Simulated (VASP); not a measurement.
# InP: single point with PBE

**What was measured.**

A printed reference work, data compilation reports, for a bulk crystal of InP at 1.6 K: band gap 1.4236 eV (direct).

Crystal: InP.

```xyz
2
Lattice="0.0000 2.9305 2.9305 2.9305 0.0000 2.9305 2.9305 2.9305 0.0000" Properties=species:S:1:pos:R:3 pbc="T T T"
In    0.0000    0.0000    0.0000
P     1.4652    1.4652    1.4652
```

* Program: VASP 6.6.1
* Task: single point
* Functional: PBE
* Potentials or basis: VASP PAW PBE potentials, release 64 (In_d, P)
* Cutoff: 520 eV
* k mesh: 6 × 6 × 6
* Occupations: gaussian, width 0.1 eV
* Spin: no spin polarisation

The pressure is 3.2 GPa. The band gap on the k mesh is 0.71 eV, direct.

Levels at points of the mesh, in eV from the valence-band top:
```tsv
k point	band 6	band 7	band 8	band 9	band 10	band 11	band 12	band 13
(0.00, 0.00, 0.00)	-11.52	0.00	0.00	0.00	0.71	4.09	4.09	4.09
(0.50, 0.00, 0.00)	-9.79	-5.73	-0.97	-0.97	1.50	4.81	4.81	7.10
(0.50, 0.50, 0.00)	-9.14	-5.75	-2.32	-2.32	1.76	2.26	9.21	9.59
```

Wall time 14 s on 1 thread of Intel(R) Xeon(R) Platinum 8259CL CPU @ 2.50GHz (Skylake/Cascade Lake), on a shared host, peak memory 0.17 GiB.

A measured gap of InP is 1.4236 eV (direct; 1.6 K; a printed reference work, data compilation); the calculated 0.71 eV misses it by -0.71 eV. Spin-orbit coupling on In is left out. The value is that of PBE, without temperature or zero-point motion. Semilocal functionals fall short of measured gaps as a rule.

Caveat: spin-orbit coupling is left out, which moves the levels of the heavy elements.
